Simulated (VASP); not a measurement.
Here is a VASP 6.6.1 calculation.

Contents of INCAR:

```
PREC = Accurate
ENCUT = 600
EDIFF = 1E-7
ISMEAR = 0
SIGMA = 0.03
LREAL = F
LASPH = T
NELM = 80
ALGO = Normal
ISIF = 3
LWAVE = F
LCHARG = F
METAGGA = R2SCAN
LMIXTAU = T
IBRION = 2
NSW = 90
EDIFFG = -0.005
```

The input KPOINTS:

```
regular mesh
0
Gamma
  8 8 8
```

Contents of POSCAR:

```
GaP                                     
1.0
    0.0000000000      2.7252500000      2.7252500000
    2.7252500000      0.0000000000      2.7252500000
    2.7252500000      2.7252500000      0.0000000000
  Ga              P             
     1     1
Direct
     0.0000000000000000    0.0000000000000000    0.0000000000000000
     0.2500000000000000    0.2500000000000000    0.2500000000000000
```

Potentials or basis: VASP PAW PBE potentials, release 64 (Ga_d, P).

The run is started by

```bash
$ cat potpaw_PBE.64/Ga_d/POTCAR potpaw_PBE.64/P/POTCAR > POTCAR
$ mpirun -np 1 vasp_std > vasp.out
```

Problem. What does it give for the band gap on the k mesh?

Solution. 1.90 eV, indirect (least direct gap 2.34 eV).

Final structure:
```
CELL_PARAMETERS angstrom
0.00000 2.72525 2.72525
2.72525 0.00000 2.72525
2.72525 2.72525 0.00000
ATOMIC_POSITIONS crystal
Ga 0.00000 0.00000 0.00000
P 0.25000 0.25000 0.25000
```

Caveat: the relaxation stopped at its first step, so nothing moved; the PAW data sets were made with another functional, which shifts forces and pressure a little. r2SCAN opens gaps a little over a GGA but as a rule still falls short of measured ones.
